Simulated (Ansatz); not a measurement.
Runs of Ansatz 0.2.0 on CaO. Symmetry: Fm-3m, No. 225, cubic system. Conventional cell: a = 4.807 Å, b = 4.807 Å, c = 4.807 Å, α = 90.00°, β = 90.00°, γ = 90.00°. Ca (site symmetry m-3m) has 6 O at 2.40 Å as nearest neighbours. O (site symmetry m-3m) has 6 Ca at 2.40 Å as nearest neighbours. The cell is a database's computed one.

```tsv
task	level	cell	k mesh	cutoff (eV)	smearing	atoms under strain	points for each segment of the path	gap on the mesh (eV)	pressure (GPa)	V0 of scaled cells (Å³/atom)	B0 (GPa)
equation of state	BPBE	as given	10 × 10 × 10	420	fermi-dirac 0.05 eV	-	-	-	-	14.08	105
equation of state	r2SCAN+D3(BJ)	as given	10 × 10 × 10	500	fermi-dirac 0.05 eV	-	-	-	-	13.60	(b)
elastic constants	PBEsol	as given	8 × 8 × 8	420	fixed	clamped	-	3.56	-2.7	-	-
relaxation of cell and atoms	m-r2SCAN	relaxed	10 × 10 × 10	500	fermi-dirac 0.05 eV	-	-	4.20	0.0	-	-
equation of state	BLYP	as given	10 × 10 × 10	420	fermi-dirac 0.05 eV	-	-	-	-	14.44	(a)
band structure	revPBE	as given	10 × 10 × 10	420	fermi-dirac 0.05 eV	-	14	3.74	4.4	-	-
```

Alike in all rows: potentials or basis Ansatz PAW; no spin polarisation.

Fill in the values left out.

(a) 102; (b) 121.

Caveats: the PAW data sets come from PBE, with cores solved anew for the run's functional, which leaves a small shift of forces and pressure (some runs); the potentials were made for another functional, which shifts forces and pressure (some runs); the PAW data sets were made with another functional, which shifts forces and pressure a little (some runs); the plane-wave basis is chosen anew once the cell has moved, so the energies of steps on either side of that aren't comparable (some runs).

A k mesh can miss the band edges.

Runs at the PBE level aren't shown here.
